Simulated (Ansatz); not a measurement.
**TaN, 2 atoms: tuning a run for speed**

Wanted: the time that a single point at PBE takes for TaN, and which launch flags, input keys and shares of the machine shorten it.

Program: Ansatz 0.2.0 (single point, PBE, plane waves PAW). Host: Arm Neoverse N1, 56 cores, 56 hardware threads, 90 GiB; it was booked for these runs alone, one at a time. Each run is timed once from launch to exit, start-up included.

### 1 What is computed

The cell holds 2 atoms in 22 Å³.

### 2 The reference run

File input.yaml:

```yaml
crystal:
  lattice:
    - [2.939942, 0.000000, 0.000000]
    - [-1.469971, 2.546065, 0.000000]
    - [0.000000, 0.000000, 2.890175]
  atoms:
    - { symbol: Ta, position: [0.000000, 0.000000, 0.500000] }
    - { symbol: "N", position: [0.666667, 0.333333, 0.000000] }
kpoints:
  mp_grid: { grid: [9, 9, 8] }
hamiltonian:
  xc: pbe
  pseudopotentials: { azcp: { folder: soft_1 } }
scf:
  occupations: { method: fermi_dirac, width: 0.1 }
output: { forces: true, stress: true }
```

Started as:

```bash
taskset -c 8-63 ansatz run input.yaml --backend cpu --max-ram 64GiB --events-out ev --progress --plain --runs-dir out
```

### 3 Change: x lda

Edit input.yaml of step 2 so:

```diff
@@ -11,3 +11,3 @@
 hamiltonian:
-  xc: pbe
+  xc: lda
   pseudopotentials: { azcp: { folder: soft_1 } }
```

### 4 Change: f 4

Edit input.yaml of step 3 so:

```diff
@@ -11,3 +11,3 @@
 hamiltonian:
-  xc: lda
+  xc: r2scan
   pseudopotentials: { azcp: { folder: soft_1 } }
```

### 5 Change: f 6

Edit input.yaml of step 4 so:

```diff
@@ -11,6 +11,7 @@
 hamiltonian:
-  xc: r2scan
-  pseudopotentials: { azcp: { folder: soft_1 } }
+  xc: pbe
+  pseudopotentials: { kind: paw_fr, azcp: { folder: soft_1 } }
+magnetization: { noncollinear: true, spin_orbit: true }
 scf:
   occupations: { method: fermi_dirac, width: 0.1 }
-output: { forces: true, stress: true }
+output: { eigenvalues: true }
```

### 6 Change: f 3

File input.yaml:

```yaml
crystal:
  lattice:
    - [2.939942, 0.000000, 0.000000]
    - [-1.469971, 2.546065, 0.000000]
    - [0.000000, 0.000000, 2.890175]
  atoms:
    - { symbol: Ta, position: [0.000000, 0.000000, 0.500000] }
    - { symbol: "N", position: [0.666667, 0.333333, 0.000000] }
kpoints:
  mp_grid: { grid: [9, 9, 8] }
  band_path: { path: [[0, 0, 0], [0.5, 0, 0], [0.5, 0.5, 0], [0, 0, 0], [0.5, 0.5, 0.5]], npoints: 15 }
hamiltonian:
  xc: pbe
  pseudopotentials: { azcp: { folder: soft_1 } }
scf:
  occupations: { method: fermi_dirac, width: 0.1 }
output: { eigenvalues: true, dos: {} }
```

### 7 Change: f 8

File input.yaml:

```yaml
crystal:
  lattice:
    - [2.939942, 0.000000, 0.000000]
    - [-1.469971, 2.546065, 0.000000]
    - [0.000000, 0.000000, 2.890175]
  atoms:
    - { symbol: Ta, position: [0.000000, 0.000000, 0.500000] }
    - { symbol: "N", position: [0.666667, 0.333333, 0.000000] }
kpoints:
  mp_grid: { grid: [9, 9, 8] }
hamiltonian:
  xc: pbe
  pseudopotentials: { kind: all_electron, lapw: {} }
scf:
  occupations: { method: fermi_dirac, width: 0.1 }
output: { forces: true, stress: true }
```

### 8 Change: f 150

Edit input.yaml of step 7 so:

```diff
@@ -11,4 +11,4 @@
 hamiltonian:
-  xc: pbe
-  pseudopotentials: { kind: all_electron, lapw: {} }
+  xc: hse06
+  pseudopotentials: { azcp: { folder: soft_1 } }
 scf:
```

### 9 Change: f 20

Edit input.yaml of step 8 so:

```diff
@@ -11,3 +11,3 @@
 hamiltonian:
-  xc: hse06
+  xc: pbe
   pseudopotentials: { azcp: { folder: soft_1 } }
@@ -15,2 +15,2 @@
   occupations: { method: fermi_dirac, width: 0.1 }
-output: { forces: true, stress: true }
+phonons: { method: dfpt, qpoints: [[0, 0, 0]] }
```

(Steps that only read results are left out.)

**Question.** How long do these runs take on this host, and what pays? Wanted: reference; best change; worst change.

The runs gave:

| quantity | value |
| --- | --- |
| reference | 0.48 s on 56 threads |
| best change | none beyond the noise |
| worst change | f 150: 17 times as slow |

What this shows: Changes under about 63 % are taken as noise (0.3 s of jitter at start-up on so short a run). No change beats the defaults here. f 150 costs most. The figures hold for this build, input and host.
